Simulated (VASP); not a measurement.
# C (Fd-3m) in VASP: a series of runs, part 2 of 2

VASP 6.6.1.

## (3) Dielectric tensor, LDA

File INCAR:

```
PREC = Accurate
ENCUT = 280
EDIFF = 1E-8
ISMEAR = 0
SIGMA = 0.01
LREAL = False
LASPH = True
NELM = 100
ALGO = Normal
ISIF = 2
LWAVE = False
LCHARG = False
GGA = CA
LEPSILON = True
```

File KPOINTS:

```
Automatic mesh
0
Gamma
  5 5 5
```

File POSCAR:

```
C
1.0
    0.0000000000      1.7833700000      1.7833700000
    1.7833700000      0.0000000000      1.7833700000
    1.7833700000      1.7833700000      0.0000000000
C
2
Direct
    0.7500000000      0.7500000000      0.7500000000
    0.5000000000      0.5000000000      0.5000000000
```

Potentials or basis: VASP PAW LDA potentials, release 64 (C).

Run with:

```
> cat potpaw_LDA.64/C/POTCAR > POTCAR
> mpirun -np 1 vasp_std > vasp.out
```

OUTCAR:

```text
PREC = Accurate
   ENCUT = 280
   EDIFF = 1E-8
   ISMEAR = 0
   LREAL = False
   LASPH = True
   NELM = 100
   ISIF = 2
   GGA = CA
   LEPSILON = True

 Found     10 irreducible k-points:

 Following reciprocal coordinates:
            Coordinates               Weight
  0.000000  0.000000  0.000000      1.000000
  0.200000  0.000000  0.000000      8.000000
  0.400000  0.000000  0.000000      8.000000
  0.200000  0.200000  0.000000      6.000000
  0.400000  0.200000  0.000000     24.000000
 -0.400000  0.200000  0.000000     24.000000
   k-points           NKPTS =     10   k-points in BZ     NKDIM =     10   number of bands    NBANDS=      8
   number of dos      NEDOS =    301   number of ions     NIONS =      2
   total plane-waves  NPLWV =   2744
   dimension x,y,z NGX =    14 NGY =   14 NGZ =   14
   dimension x,y,z NGXF=    28 NGYF=   28 NGZF=   28
   ions per type =               2
   NGX,Y,Z   is equivalent  to a cutoff of   9.23,  9.23,  9.23 a.u.
   NGXF,Y,Z  is equivalent  to a cutoff of  18.46, 18.46, 18.46 a.u.
 SYSTEM =  unknown system
   PREC   = accura    normal or accurate (medium, high low for compatibility)
   ISTART =      0    job   : 0-new  1-cont  2-samecut
   ICHARG =      2    charge: 1-file 2-atom 10-const
   ISPIN  =      1    spin polarized calculation?
   LNONCOLLINEAR =      F non collinear calculations
   LSORBIT =      F    spin-orbit coupling
   LASPH  =      T    aspherical Exc in radial PAW
   ENCUT  =  280.0 eV  20.58 Ry    4.54 a.u.   3.44  3.44  3.44*2*pi/ulx,y,z
   NELM   =    100;   NELMIN=  2; NELMDL= -5     # of ELM steps
   EDIFF  = 0.1E-07   stopping-criterion for ELM
   LREAL  =      F    real-space projection
   EDIFFG = 0.1E-06   stopping-criterion for IOM
   NSW    =      0    number of steps for IOM
   IBRION =     -1    ionic relax: 0-MD 1-quasi-New 2-CG
   NFREE  =      0    steps in history (QN), initial steepest desc. (CG)
   ISIF   =      2    stress and relaxation
   ISYM   =      2    0-nonsym 1-usesym 2-fastsym
   POTIM  = 0.5000    time-step for ionic-motion
   TEBEG  =    0.0;   TEEND  =   0.0 temperature during run
   PSTRESS=    0.0 pullay stress
   NELECT =       8.0000    total number of electrons
   NUPDOWN=      -1.0000    fix difference up-down
   EMIN   =  10.00;   EMAX   =-10.00  energy-range for DOS
   EFERMI =   0.00;   METHOD = LEGACY
[... 140 lines left out ...]
 Free energy of the ion-electron system (eV)
  ---------------------------------------------------
  ---------------------------------------------------
  free energy    TOTEN  =        -0.17743997 eV

  energy without entropy =       -0.17743997

------------------------ aborting loop because EDIFF is reached ----------------------------------------

--------------------------------------- Ionic step        2  -------------------------------------------

------------------------ aborting loop because EDIFF is reached ----------------------------------------

--------------------------------------- Ionic step        3  -------------------------------------------

 Free energy of the ion-electron system (eV)
  ---------------------------------------------------
  ---------------------------------------------------
  free energy    TOTEN  =        -0.17743996 eV

  energy without entropy =       -0.17743996

------------------------ aborting loop because EDIFF is reached ----------------------------------------

 PIEZOELECTRIC TENSOR FIELD DIRECTION 3  (e Angst)
 -----------------------------------------------------------------------------
     0.00047  0.00000  0.00000           ( -0.00000 -0.00000  0.00000)
    -0.00000  0.00047  0.00000           ( -0.00000 -0.00000  0.00000)
     0.00000  0.00000 -0.00121           (  0.00000  0.00000 -0.00000)

 PIEZOELECTRIC TENSOR FIELD DIRECTION 3  (C/m^2)
 -----------------------------------------------------------------------------
     0.00066  0.00000  0.00000
    -0.00000  0.00066  0.00000
     0.00000  0.00000 -0.00171

 MACROSCOPIC STATIC DIELECTRIC TENSOR (including local field effects in DFT)
 ------------------------------------------------------
           6.361457     0.000000     0.000000
          -0.000000     6.361457    -0.000000
          -0.000000    -0.000000     6.361457
 ------------------------------------------------------

 PIEZOELECTRIC TENSOR (including local field effects)  for field in x, y, z        (e  Angst)
          XX          YY          ZZ          XY          YZ          ZX
  --------------------------------------------------------------------------------
  x    -0.00000     0.00000    -0.00000     0.00000    -0.00000    -0.00000
  y    -0.00000     0.00000     0.00000    -0.00000    -0.00000    -0.00000
  z     0.00000     0.00000     0.00000    -0.00000    -0.00000     0.00000

 PIEZOELECTRIC TENSOR (including local field effects)  for field in x, y, z        (C/m^2)
          XX          YY          ZZ          XY          YZ          ZX
  --------------------------------------------------------------------------------
  x    -0.00000     0.00000    -0.00000     0.00000    -0.00000    -0.00000
  y    -0.00000     0.00000     0.00000    -0.00000    -0.00000    -0.00000
  z     0.00000     0.00000     0.00000    -0.00000    -0.00000     0.00000

 BORN EFFECTIVE CHARGES (including local field effects) (in |e|, cummulative output)
 ---------------------------------------------------------------------------------
 ion    1
    1    -0.00000     0.00000    -0.00000
    2    -0.00000    -0.00000     0.00000
    3    -0.00000     0.00000    -0.00000
 ion    2
    1     0.00000     0.00000     0.00000
    2     0.00000     0.00000    -0.00000
    3     0.00000    -0.00000     0.00000
```

OSZICAR:

```text
[... 16 lines left out ...]
RMM:   1    -0.171134508382E+00   -0.17113E+00   -0.66072E-01   554   0.258E+00
RMM:   2    -0.173966682493E+00   -0.28322E-02   -0.10311E-03   444   0.235E-01    0.731E-01
RMM:   3    -0.171588541646E+00    0.23781E-02   -0.88824E-04   443   0.273E-01    0.424E-01
RMM:   4    -0.177001632853E+00   -0.54131E-02   -0.13000E-03   444   0.333E-01    0.328E-02
RMM:   5    -0.177410802470E+00   -0.40917E-03   -0.15632E-05   452   0.356E-02    0.289E-03
RMM:   6    -0.177436719058E+00   -0.25917E-04   -0.80462E-08   460   0.262E-03    0.156E-03
RMM:   7    -0.177438830158E+00   -0.21111E-05   -0.78096E-09   467   0.945E-04    0.155E-04
RMM:   8    -0.177440148561E+00   -0.13184E-05   -0.18155E-10   378   0.123E-04    0.278E-05
RMM:   9    -0.177439964809E+00    0.18375E-06    0.00000E+00   172   0.250E-05    0.291E-06
```

It took 5.5 s on 1 thread of Intel Xeon Platinum 8559C (Emerald Rapids), shared host; peak memory 0.1 GiB.

The run converged, but a check on its numbers failed (symmetry, net force, bounds or a known fault of this set-up), so they aren't taken as properties of the crystal.

Caveat: the k mesh is coarse (spacing up to 0.61 Å⁻¹), so the values aren't converged; the cutoff lies under the usual one of these potentials, so the numbers hold a large basis-set error; an odd mesh through Γ misses points on the zone boundary, where band edges often lie.

## (4) Dielectric tensor, LDA

INCAR, as its differences from that of step 3:

```diff
@@ -1,3 +1,3 @@
 PREC = Accurate
-ENCUT = 280
+ENCUT = 400
 EDIFF = 1E-8
```

File KPOINTS:

```
Automatic mesh
0
Gamma
  4 4 4
```

POSCAR is that of step 3.

Potentials or basis: VASP PAW LDA potentials, release 64 (C).

Run with:

```
> cat potpaw_LDA.64/C/POTCAR > POTCAR
> mpirun -np 1 vasp_std > vasp.out
```

OUTCAR:

```text
PREC = Accurate
   ENCUT = 400
   EDIFF = 1E-8
   ISMEAR = 0
   LREAL = False
   LASPH = True
   NELM = 100
   ISIF = 2
   GGA = CA
   LEPSILON = True

 Found      8 irreducible k-points:

 Following reciprocal coordinates:
            Coordinates               Weight
  0.000000  0.000000  0.000000      1.000000
  0.250000  0.000000  0.000000      8.000000
  0.500000  0.000000  0.000000      4.000000
  0.250000  0.250000  0.000000      6.000000
  0.500000  0.250000  0.000000     24.000000
 -0.250000  0.250000  0.000000     12.000000
   k-points           NKPTS =      8   k-points in BZ     NKDIM =      8   number of bands    NBANDS=      8
   number of dos      NEDOS =    301   number of ions     NIONS =      2
   total plane-waves  NPLWV =   4096
   dimension x,y,z NGX =    16 NGY =   16 NGZ =   16
[... 203 lines left out ...]
    -0.00000  0.00091  0.00000
     0.00000  0.00000 -0.00207

 MACROSCOPIC STATIC DIELECTRIC TENSOR (including local field effects in DFT)
 ------------------------------------------------------
           7.359753    -0.000000     0.000000
           0.000000     7.359753    -0.000000
           0.000000    -0.000000     7.359753
 ------------------------------------------------------

 PIEZOELECTRIC TENSOR (including local field effects)  for field in x, y, z        (e  Angst)
          XX          YY          ZZ          XY          YZ          ZX
  --------------------------------------------------------------------------------
  x     0.00000     0.00000    -0.00000     0.00000    -0.00000     0.00000
  y    -0.00000     0.00000    -0.00000     0.00000     0.00000    -0.00000
  z     0.00000     0.00000     0.00000     0.00000    -0.00000     0.00000

 PIEZOELECTRIC TENSOR (including local field effects)  for field in x, y, z        (C/m^2)
          XX          YY          ZZ          XY          YZ          ZX
  --------------------------------------------------------------------------------
  x     0.00000     0.00000    -0.00000     0.00000    -0.00000     0.00000
  y    -0.00000     0.00000    -0.00000     0.00000     0.00000    -0.00000
  z     0.00000     0.00000     0.00000     0.00000    -0.00000     0.00000

 BORN EFFECTIVE CHARGES (including local field effects) (in |e|, cummulative output)
 ---------------------------------------------------------------------------------
 ion    1
    1    -0.00000     0.00000     0.00000
    2     0.00000    -0.00000     0.00000
    3     0.00000     0.00000    -0.00000
 ion    2
    1     0.00000     0.00000     0.00000
    2    -0.00000     0.00000    -0.00000
    3    -0.00000     0.00000     0.00000
```

stdout:

```text
POSCAR found type information on POSCAR C
 POSCAR found :  1 types and       2 ions
 scaLAPACK will be used
 LDA part: xc-table for (Slater(with rela. corr.)+CA(PZ))
 , standard interpolation
 POSCAR, INCAR and KPOINTS ok, starting setup
 FFT: planning ... GRIDC
 FFT: planning ... GRID_SOFT
 FFT: planning ... GRID
 WAVECAR not read
 entering main loop
 Linear response reoptimize wavefunctions to high precision
 Linear response G [H, r] |phi>, progress :
  Direction:   1
 Linear response G [H, r] |phi>, progress :
  Direction:   2
 Linear response G [H, r] |phi>, progress :
  Direction:   3
 Linear response to external field (no local field effect), progress :
  Direction:   1
 dielectric tensor                  component  1 :     8.916     3.491     0.935
 Linear response to external field (no local field effect), progress :
  Direction:   2
 dielectric tensor                  component  2 :     3.491     8.925    -0.935
 Linear response to external field (no local field effect), progress :
  Direction:   3
 dielectric tensor                  component  3 :     0.935    -0.935     4.896
 Linear response to external field, progress :
  Direction:   1
 dielectric tensor                  component  1 :     7.360     2.583     0.848
 Linear response to external field, progress :
  Direction:   2
 dielectric tensor                  component  2 :     2.521     7.360    -0.848
 Linear response to external field, progress :
  Direction:   3
 dielectric tensor                  component  3 :     0.785     0.889     7.360
 Born effective charges drift removed
```

Run time: 4.3 s. Hardware: 1 thread of Intel Xeon Platinum 8559C (Emerald Rapids), shared host; peak memory 0.1 GiB.

These settings aren't checked as converged: the numbers below hold their error.

What came out:

```yaml
Band_gap_on_the_k_mesh: 4.38 eV, indirect (least direct gap 5.53 eV)
Electronic_dielectric_tensor_diagonal: 7.36
Born_charges_mean_of_the_diagonal: C +0.00 e
```

Caveat: the k mesh is coarse (spacing up to 0.76 Å⁻¹), so the values aren't converged; the cutoff is under 1.25 times the usual one of these potentials, so pressure, stress and relaxed cells hold a basis-set (Pulay) error.

## (5) The reference run

An earlier run on the cell as given: functional PBE; potentials or basis VASP PAW PBE potentials, release 64 (C); cutoff 520 eV; k mesh 13 × 13 × 13; occupations fermi-dirac, width 0.05 eV; no spin polarisation.

- Pressure: 2.5 GPa
- Band gap on the k mesh: 4.14 eV, indirect (least direct gap 5.59 eV)
